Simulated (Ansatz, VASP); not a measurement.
**Al in VASP and in Ansatz**

INCAR

```
ALGO = Normal
EDIFF = 1E-6
ENCUT = 520
GGA = PE
ISIF = 2
ISMEAR = 0
LASPH = T
LCHARG = F
LREAL = F
LWAVE = F
NBANDS = 8
NELM = 60
PREC = Accurate
SIGMA = 0.1
```

Contents of KPOINTS:

```
k-points
0
Gamma
  8 8 8
```

POSCAR

```
Al
1.0
   -1.5912186900      1.5912186900      1.5912186900
    1.5912186900     -1.5912186900      1.5912186900
    1.5912186900      1.5912186900     -1.5912186900
Al
1
Direct
    0.0000000000      0.0000000000      0.0000000000
```

Input for Ansatz:

```yaml
crystal:
  lattice:
    - [-1.59121869, 1.59121869, 1.59121869]
    - [1.59121869, -1.59121869, 1.59121869]
    - [1.59121869, 1.59121869, -1.59121869]
  atoms:
    - { symbol: Al, position: [0.0, 0.0, 0.0] }
basis:
  ecutwfc: 420
kpoints:
  mp_grid: { grid: [8, 8, 8] }
hamiltonian:
  xc: pbe
scf:
  occupations: { method: gaussian, width: 0.1 }
output:
  forces: true
  stress: true
  eigenvalues: true
```

This isn't the form of Al at room conditions, which is fcc.

Alike in both runs: task single point; functional PBE; k mesh 8 × 8 × 8; occupations gaussian, width 0.1 eV; no spin polarisation.

|  | VASP | Ansatz |
| --- | --- | --- |
| version | VASP 6.6.1 | Ansatz 0.2.0 |
| potentials or method | VASP PAW PBE potentials, release 64 (Al) | scalar-relativistic, plane waves, PAW |
| plane-wave cutoff (eV) | 520 | 420 |
| valence electrons in the cell | 3 | 3 |

```tsv
	VASP	Ansatz	Ansatz less VASP
gap on the k mesh at the Fermi level (eV)	none	none	-
pressure (GPa)	4.2	4.2	+0.01
```

A gap of «none» marks a metal or a gap that the smearing closes. With one functional, cell and mesh, what is left measures potentials, basis and numerics.
